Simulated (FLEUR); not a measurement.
**SrO under changes of volume**

One of the cells (16.901 Å³/atom); the others are scaled copies at fixed shape and fractional positions:

```
CELL_PARAMETERS angstrom
0.00000 2.56630 2.56630
2.56630 0.00000 2.56630
2.56630 2.56630 0.00000
ATOMIC_POSITIONS crystal
Sr 0.50000 0.50000 0.50000
O 0.00000 0.00000 0.00000
```

| Item | Value |
| --- | --- |
| Program | FLEUR MaX-R8.1 (later development tree) |
| Functional | AM05 |
| Potentials or basis | all-electron |
| Basis | FLAPW |
| Kmax | 4.1 1/bohr |
| k mesh | 9 × 9 × 9 |
| Occupations | fermi-dirac, width 0.05 eV |
| Spin | no spin polarisation |

```tsv
volume (Å³/atom)	energy over the lowest point (meV/atom)	gap on the mesh (eV)
15.887	21.96	3.27
16.225	9.94	3.29
16.901	0.00	3.32
17.577	5.68	3.32
17.915	?	?
```

Q: What does the run at 17.915 Å³/atom give?

A: Energy over the lowest point 13.34 meV/atom; gap on the mesh 3.32 eV.

Worked out: A Birch-Murnaghan fit of order 2 (a polynomial in V^(-2/3)) to the other rows has its minimum at 16.97 Å³/atom with B0 = V·E''(V) = 91 GPa. It gives 13.54 meV/atom at 17.915 Å³/atom, against the run's 13.34. A parabola through the other rows of the gap, of slope -0.525 eV per unit of ln V there, extrapolates to 3.31 eV, against the run's 3.32.

Energies are extrapolated to zero smearing.

Caveats: an odd mesh through Γ misses points on the zone boundary, where band edges often lie. Spin-orbit coupling on Sr is left out.
